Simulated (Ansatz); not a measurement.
## Te under strains and displacements

Level of theory: DFT PBEsol, scalar-relativistic, plane waves, PAW in Ansatz.

Plane waves to 420 eV, a k mesh through Γ of 9×9×6 on the computed 3-atom cell and Gaussian smearing (0.05 eV); no spin polarisation.

Reference cell:

```yaml
crystal:
  lattice:
    - [4.44693, 0.00000, 0.00000]
    - [-2.22346, 3.85115, 0.00000]
    - [0.00000, 0.00000, 5.91492]
  atoms:
    - { symbol: Te, position: [0.26900, 0.00000, 0.16667] }
    - { symbol: Te, position: [0.00000, 0.26900, 0.83333] }
    - { symbol: Te, position: [0.73100, 0.73100, 0.50000] }
```

Each variant moves atoms of this cell by the vectors given, if any (Å), and then applies a symmetric strain (tensor components, Cartesian axes). The reference cell isn't relaxed at this level. Energies are per atom at zero smearing, counted from the lowest variant. Pressure is positive in compression.

1. strain (xx yy zz yz xz xy, %) 0.66 0.66 2.17 0.00 0.00 0.00; moves: Te1 (-0.100, 0.000, 0.000); Te2 (0.050, -0.087, 0.000); Te3 (0.050, 0.087, 0.000)
2. strain (xx yy zz yz xz xy, %) -0.28 -0.28 2.72 0.00 0.00 0.00; moves: Te1 (0.060, 0.000, 0.000); Te2 (-0.030, 0.052, 0.000); Te3 (-0.030, -0.052, 0.000)
3. strain (xx yy zz yz xz xy, %) 1.48 0.30 0.67 -0.03 1.00 0.54; moves: Te1 (-0.087, 0.004, -0.014); Te2 (0.024, 0.091, 0.018); Te3 (0.063, -0.095, -0.004)
4. no strain; moves: Te1 (0.020, 0.024, 0.032)
5. strain (xx yy zz yz xz xy, %) 1.60 1.60 10.60 0.00 0.00 0.00; moves: Te1 (-0.150, 0.000, 0.000); Te2 (0.075, -0.130, 0.000); Te3 (0.075, 0.130, 0.000)

| result | ΔE (meV/atom) | P (GPa) | largest force (eV/Å) | gap on mesh (eV) |
| --- | --- | --- | --- | --- |
| A | 0.0 | -0.88 | 0.17 | 0.12 |
| B | 15.2 | -3.23 | 0.24 | 0.04 |
| C | 22.5 | -1.69 | 0.36 | 0.05 |
| D | 119.7 | -3.31 | 0.23 | 0 |
| E | 39.0 | 0.28 | 0.65 | 0 |

**Question.** Which variant gave which result?

**Answer.** A is 4, B is 2, C is 3, D is 5, E is 1.

Spin-orbit coupling is left out, which matters for the bands of heavy elements. An odd mesh misses points on the zone edge, so a gap read on it can be too wide.